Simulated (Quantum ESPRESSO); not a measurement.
# TaN (Fm-3m) in Quantum ESPRESSO: a series of runs, part 2 of 2

Quantum ESPRESSO 7.5. The steps go on from the part before.

## (3) Phonons, PBE

pw.in reads:

```
&CONTROL
  calculation = 'scf'
  prefix = 'pwscf'
  outdir = './tmp'
  pseudo_dir = './pseudo'
  tprnfor = .true.
  tstress = .true.
  disk_io = 'low'
/
&SYSTEM
  ibrav = 0
  A = 3.12728298
  nat = 2
  ntyp = 2
  ecutwfc = 56
  ecutrho = 448
  nbnd = 15
  occupations = 'smearing'
  smearing = 'mv'
  degauss = 0.01469973
/
&ELECTRONS
  conv_thr = 4d-10
  electron_maxstep = 120
  mixing_beta = 0.5
/
ATOMIC_SPECIES
Ta   180.9479 ta_pbe_v1.uspp.F.UPF
N     14.0070 n_pbe_v1.2.uspp.F.UPF
CELL_PARAMETERS alat
   0.0000000000    0.7071067806    0.7071067806
   0.7071067806    0.0000000000    0.7071067806
   0.7071067806    0.7071067806    0.0000000000
ATOMIC_POSITIONS alat
Ta     0.7071067806    0.7071067806    0.7071067806
N      0.0000000000    0.0000000000    0.0000000000
K_POINTS automatic
10 10 10 0 0 0
```

relax.in reads:

```
&CONTROL
  calculation = 'vc-relax'
  prefix = 'pwscf'
  outdir = './tmp'
  pseudo_dir = './pseudo'
  tprnfor = .true.
  tstress = .true.
  disk_io = 'low'
  nstep = 40
  forc_conv_thr = 0.0001
  etot_conv_thr = 1d-06
/
&SYSTEM
  ibrav = 0
  A = 3.12728298
  nat = 2
  ntyp = 2
  ecutwfc = 56
  ecutrho = 448
  nbnd = 15
  occupations = 'smearing'
  smearing = 'mv'
  degauss = 0.01469973
/
&ELECTRONS
  conv_thr = 4d-10
  electron_maxstep = 120
  mixing_beta = 0.5
/
&IONS
  ion_dynamics = 'bfgs'
/
&CELL
  cell_dynamics = 'bfgs'
  press = 0
  press_conv_thr = 0.2
/
ATOMIC_SPECIES
Ta   180.9479 ta_pbe_v1.uspp.F.UPF
N     14.0070 n_pbe_v1.2.uspp.F.UPF
CELL_PARAMETERS alat
   0.0000000000    0.7071067806    0.7071067806
   0.7071067806    0.0000000000    0.7071067806
   0.7071067806    0.7071067806    0.0000000000
ATOMIC_POSITIONS alat
Ta     0.7071067806    0.7071067806    0.7071067806
N      0.0000000000    0.0000000000    0.0000000000
K_POINTS automatic
10 10 10 0 0 0
```

scf2.in reads:

```
&CONTROL
  calculation = 'scf'
  prefix = 'pwscf'
  outdir = './tmp'
  pseudo_dir = './pseudo'
  tprnfor = .true.
  tstress = .true.
  disk_io = 'low'
/
&SYSTEM
  ibrav = 0
  A = 3.12285115
  nat = 2
  ntyp = 2
  ecutwfc = 56
  ecutrho = 448
  nbnd = 15
  occupations = 'smearing'
  smearing = 'mv'
  degauss = 0.01469973
/
&ELECTRONS
  conv_thr = 1d-13
  electron_maxstep = 120
  mixing_beta = 0.5
  startingpot = 'file'
  startingwfc = 'file'
/
ATOMIC_SPECIES
Ta   180.9479 ta_pbe_v1.uspp.F.UPF
N     14.0070 n_pbe_v1.2.uspp.F.UPF
CELL_PARAMETERS alat
   0.0000000000    0.7071067801    0.7071067801
   0.7071067801    0.0000000000    0.7071067801
   0.7071067801    0.7071067801    0.0000000000
ATOMIC_POSITIONS alat
Ta     0.7071067801    0.7071067801    0.7071067801
N      0.0000000000    0.0000000000    0.0000000000
K_POINTS automatic
10 10 10 0 0 0
```

ph.in reads:

```
phonons of TaN
&INPUTPH
  prefix = 'pwscf'
  outdir = './tmp'
  tr2_ph = 1d-18
  fildyn = 'dyn'
  niter_ph = 90
  alpha_mix(1) = 0.4
/
0.0000000000 0.0000000000 0.0000000000
```

dynmat.in reads:

```
&INPUT
  fildyn = 'dyn'
  asr = 'crystal'
  filout = 'dynmat.disp'
  fileig = 'dynmat.eig'
/
```

Potentials or basis: GBRV 1.5 PBE.

Launch:

```console
> OMP_NUM_THREADS=1 mpirun -n 4 pw.x -nk 4 -in pw.in > pw.out
> OMP_NUM_THREADS=1 mpirun -n 4 pw.x -nk 4 -in relax.in > relax.out
> OMP_NUM_THREADS=1 mpirun -n 4 pw.x -nk 4 -in scf2.in > scf2.out
> OMP_NUM_THREADS=1 mpirun -n 4 ph.x -nk 4 -in ph.in > ph.out
> OMP_NUM_THREADS=1 mpirun -n 1 dynmat.x -in dynmat.in > dynmat.out
```

pw.out:

```text
This program is part of the open-source Quantum ESPRESSO suite
     for quantum simulation of materials; please cite
[... 6 lines left out ...]
     using ibrav=0 with symmetry is DISCOURAGED, use correct ibrav instead

     K-points division:     npool     =       4
     Subspace diagonalization in iterative solution of the eigenvalue problem:
     a serial algorithm will be used

     G-vector sticks info
     --------------------
     sticks:   dense  smooth     PW     G-vecs:    dense   smooth      PW
     Sum        1069     547    163                23409     8363    1459

     Using Slab Decomposition

     bravais-lattice index     =            0
     lattice parameter (alat)  =       5.9097  a.u.
     unit-cell volume          =     145.9430 (a.u.)^3
     number of atoms/cell      =            2
     number of atomic types    =            2
     number of electrons       =        18.00
[... 368 lines left out ...]
          k = 0.2828 0.1414 0.0000 (  1024 PWs)   bands (ev):

   -48.2377 -14.8454 -14.6124 -14.5398   3.8221  13.5627  15.4337  15.8081
    19.0331  21.7268  22.1099  22.7172  24.6679  27.4342  34.0688

          k = 0.3536 0.2121-0.0707 (  1032 PWs)   bands (ev):
[... 71 lines left out ...]
   -48.1971 -15.0289 -14.9010 -14.7761   4.4159  14.1696  14.5558  14.6862
    20.0154  22.2120  24.7789  25.0458  25.8681  30.4609  32.0519

     the Fermi energy is    21.3278 ev

!    total energy              =    -162.14903861 Ry
     estimated scf accuracy    <          2.2E-10 Ry
     smearing contrib. (-TS)   =       0.00000529 Ry
     internal energy E=F+TS    =    -162.14904390 Ry

     The total energy is F=E-TS. E is the sum of the following terms:
     one-electron contribution =      -5.80092211 Ry
     hartree contribution      =      14.80261005 Ry
     xc contribution           =     -47.77442885 Ry
     ewald contribution        =    -123.37630299 Ry

     convergence has been achieved in  10 iterations

     negative rho (up, down):  1.002E-01 0.000E+00

     Forces acting on atoms (cartesian axes, Ry/au):

     atom    1 type  1   force =     0.00000000    0.00000000   -0.00000000
     atom    2 type  2   force =    -0.00000000   -0.00000000    0.00000000

     Total force =     0.000000     Total SCF correction =     0.000000

     Computing stress (Cartesian axis) and pressure

     negative rho (up, down):  1.002E-01 0.000E+00
          total   stress  (Ry/bohr**3)                   (kbar)     P=      -13.92
  -0.00009466  -0.00000000  -0.00000000          -13.92       -0.00       -0.00
  -0.00000000  -0.00009466  -0.00000000           -0.00      -13.92       -0.00
  -0.00000000  -0.00000000  -0.00009466           -0.00       -0.00      -13.92

=------------------------------------------------------------------------------=
   JOB DONE.
=------------------------------------------------------------------------------=
```

relax.out:

```text
This program is part of the open-source Quantum ESPRESSO suite
     for quantum simulation of materials; please cite
[... 6 lines left out ...]
     using ibrav=0 with symmetry is DISCOURAGED, use correct ibrav instead

     K-points division:     npool     =       4
[... 2081 lines left out ...]
   0.00000013  -0.00000000  -0.00000000            0.02       -0.00       -0.00
  -0.00000000   0.00000013  -0.00000000           -0.00        0.02       -0.00
  -0.00000000  -0.00000000   0.00000013           -0.00       -0.00        0.02

=------------------------------------------------------------------------------=
   JOB DONE.
=------------------------------------------------------------------------------=
```

Wall time 77 s (4 MPI ranks of Arm Neoverse V2, shared host); peak memory 0.4 GiB.

Results:

| Property | Result |
| --- | --- |
| Free energy | -2206.1504 eV |
| Relaxed volume | 10.77 Å³/atom |
| Relaxed cell | a = 3.123 Å, b = 3.123 Å, c = 3.123 Å, α = 60.00°, β = 60.00°, γ = 60.00° |
| Space group after relaxing (to 0.05 Å) | Fm-3m (No. 225) |
| Pressure after relaxing | 0.0 GPa |
| Band gap on the k mesh | none (metal or under the smearing width) |
| Highest phonon frequency at Γ | 379 cm⁻¹ |

Step by step:
```
step  energy change (eV)  largest force (eV/Å)  pressure (GPa)  volume (Å³)
   1              0.0000                0.0000           -1.39        21.63
   2             -0.0002                0.0000            0.96        21.47
   3             -0.0004                0.0000           -0.01        21.54
   4             -0.0004                0.0000            0.01        21.53
```

Final structure:
```
Ta N
1.0
     0.00000    2.20819    2.20819
     2.20819    0.00000    2.20819
     2.20819    2.20819    0.00000
Ta N
1 1
Direct
  0.50000 0.50000 0.50000
  0.00000 0.00000 0.00000
```

Levels at points of the mesh, in eV from the Fermi level:
```csv
k point,band 7,band 8,band 9,band 10,band 11,band 12
"(0.00, 0.00, 0.00)",-3.82,-3.82,-2.09,-2.09,-2.09,0.05
"(0.00, 0.00, -0.50)",-7.51,-7.51,1.85,1.85,1.94,3.71
"(0.00, -0.50, -0.50)",-5.40,-4.64,-4.64,2.07,3.46,3.46
```

Phonon frequencies in cm⁻¹ (negative: imaginary):
```tsv
q point	frequencies
(0.000, 0.000, 0.000)	0 0 0 379 379 379
```

Optical modes at Γ, degenerate ones joined:
```csv
cm⁻¹,components,symmetry,active in
379,3,T1u,IR
```

Spin-orbit coupling is left out, which matters for the levels of Ta.
